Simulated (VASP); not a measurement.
A run of VASP 6.6.1:

INCAR

```
PREC = Accurate ; ENCUT = 520
EDIFF = 1E-6 ; ISMEAR = 0
SIGMA = 0.05 ; LREAL = F
LASPH = T ; NELM = 100
ALGO = Normal ; ISIF = 2
LWAVE = F ; LCHARG = F
ISPIN = 2 ; MAGMOM = 4 0
LORBIT = 11 ; LMAXMIX = 4
LDAU = T ; LDAUTYPE = 2
LDAUL = 2 -1 ; LDAUU = 2 0
LDAUJ = 0 0 ; LDAUPRINT = 1
GGA = PE
```

Contents of KPOINTS:

```
Automatic mesh
0
Gamma
  7 7 7
```

POSCAR

```
MnO
1.0
    0.0000000000      2.4365134300      2.4365134300
    2.4365134300      0.0000000000      2.4365134300
    2.4365134300      2.4365134300      0.0000000000
Mn O
1 1
Direct
    0.0000000000      0.0000000000      0.0000000000
    0.2500000000      0.2500000000      0.2500000000
```

Potentials or basis: VASP PAW PBE potentials, release 64 (Mn_pv, O).

Launch:

```bash
$ cat potpaw_PBE.64/Mn_pv/POTCAR potpaw_PBE.64/O/POTCAR > POTCAR
$ mpirun -np 1 vasp_std > vasp.out
```

Hardware: 1 thread of Intel(R) Xeon(R) Platinum 8259CL CPU @ 2.50GHz (Skylake/Cascade Lake) (shared host).

Problem. How long does it take, and how much memory?

Solution. It took 21 s on 1 thread of Intel(R) Xeon(R) Platinum 8259CL CPU @ 2.50GHz (Skylake/Cascade Lake) (shared host), peak memory 0.17 GiB. Counts: scf iterations 15, k points 20.
